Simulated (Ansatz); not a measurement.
Crystal: NiO.

```
Ni O
1.0
     0.00000    2.24063    2.24063
     2.24063    0.00000    2.24063
     2.24063    2.24063    0.00000
Ni O
1 1
Direct
  0.00000 0.00000 0.00000
  0.75000 0.75000 0.75000
```

The cell was built by a generator and needn't be a form met in nature.

| Property | Result |
| --- | --- |
| Program | Ansatz 0.2.0 |
| Task | single point |
| Functional | PBE |
| Potentials or basis | all-electron LAPW, scalar-relativistic |
| Cutoff | 442 eV (chosen from the basis error) |
| Basis error allowed | 0.001 eV/atom |
| k mesh | 10 × 10 × 10 |
| Occupations | fermi-dirac, width 0.05 eV |
| Spin | collinear spin, ferromagnetic start |
| Starting moments | [1.0, 0.0] μB |

On this cell: pressure 0.2 GPa; largest force zero by symmetry; net moment 1.94 μB per cell; site moments Ni +1.53; O +0.37 μB; band gap on the k mesh none (metal or under the smearing width).

The same run follows on a disturbed copy (atoms moved at random, drawn with an rms of 0.05 Å):

```xyz
2
Lattice="0.0000 2.2406 2.2406 2.2406 0.0000 2.2406 2.2406 2.2406 0.0000" Properties=species:S:1:pos:R:3 pbc="T T T"
Ni   -0.0065    0.0043    0.0134
O     3.3301    3.3777    3.3191
```

Task: What does the disturbed cell give?

Result: The energy (extrapolated to zero smearing) moves by +7.0 meV/atom; pressure 0.5 GPa; largest force 0.481 eV/Å; net moment 1.94 μB per cell; site moments Ni +1.52; O +0.37 μB; band gap on the k mesh none (metal or under the smearing width).

Forces in eV/Å, atoms in the order of the input:
```
Ni  -0.204  0.140 -0.413
O    0.204 -0.140  0.413
```

Stress tensor (GPa, compression positive):
```
 0.58 -2.92  0.91
-2.92  0.65 -1.40
 0.91 -1.40  0.26
```

Caveats: a cell with one magnetic atom can't hold antiferromagnetic order, which such compounds often take; semilocal functionals often make such compounds metallic where correlation or magnetic order opens a gap, which also shifts bond lengths.
